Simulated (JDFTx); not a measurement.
Set up this calculation in JDFTx 1.7.0 (patched build), as the native input.

```yaml
Task: relaxation of cell and atoms
Functional: PBE
Potentials_or_basis: PseudoDojo-SR-PBE-0.4.1-standard with smoothed tails
Cutoff: 762 eV
Density_cutoff: 3048 eV
k_mesh: 9 × 9 × 9
Occupations: fermi-dirac, width 0.05 eV
Spin: no spin polarisation
Local_potential_set_to_-Z/r_beyond: 6 bohr
Bands: 13
Density_cutoff_over_wavefunction_cutoff: 4
Max_SCF_steps: 100
SCF_threshold_on_the_energy: 1e-09 Ha
Solver_of_the_electrons: scf
Further_solve_for_the_empty_bands: no
```

Crystal: Pb.

```xyz
1
Lattice="0.0000 2.4750 2.4750 2.4750 0.0000 2.4750 2.4750 2.4750 0.0000" Properties=species:S:1:pos:R:3 pbc="T T T"
Pb    0.0000    0.0000    0.0000
```

One way to write it, as run:

Pb.in

```
lattice \
    0.0000000000     2.4750200000     2.4750200000 \
    2.4750200000     0.0000000000     2.4750200000 \
    2.4750200000     2.4750200000     0.0000000000
latt-scale 1.889726124626 1.889726124626 1.889726124626
coords-type Lattice
ion Pb     0.0000000000     0.0000000000     0.0000000000 1

ion-species pseudo/Pb.upf
elec-cutoff 28
elec-ex-corr gga-PBE
kpoint-folding 9 9 9
elec-smearing Fermi 0.0018374661
elec-n-bands 13
electronic-SCF nIterations 100 energyDiffThreshold 1e-09
electronic-minimize nIterations 30 energyDiffThreshold 1e-7
forces-output-coords Cartesian
lattice-minimize nIterations 40 energyDiffThreshold 1e-6

dump-name run.$VAR
dump End Ecomponents EigStats BandEigs Kpoints Forces Stress ElecDensity Dtot KEdensity
```

Potentials or basis: PseudoDojo-SR-PBE-0.4.1-standard with smoothed tails.

Run with:

```console
$ jdftx -c 1 -i Pb.in -o Pb.out
```

It gave:

```yaml
Relaxed_volume: 31.87 Å³/atom
Relaxed_cell: a = 3.559 Å, b = 3.559 Å, c = 3.559 Å, α = 60.00°, β = 60.00°, γ = 60.00°
Space_group_after_relaxing_to_0.05_Å: Fm-3m (No. 225)
Energy_gained_by_relaxing: 10.4 meV/atom
Ionic_steps: 6
Pressure_after_relaxing: 0.0 GPa
Band_gap_on_the_k_mesh: none (metal or under the smearing width)
```

It took 37 s on 1 thread of Intel(R) Xeon(R) 6975P-C (Granite Rapids), on a shared host, peak memory 0.06 GiB.
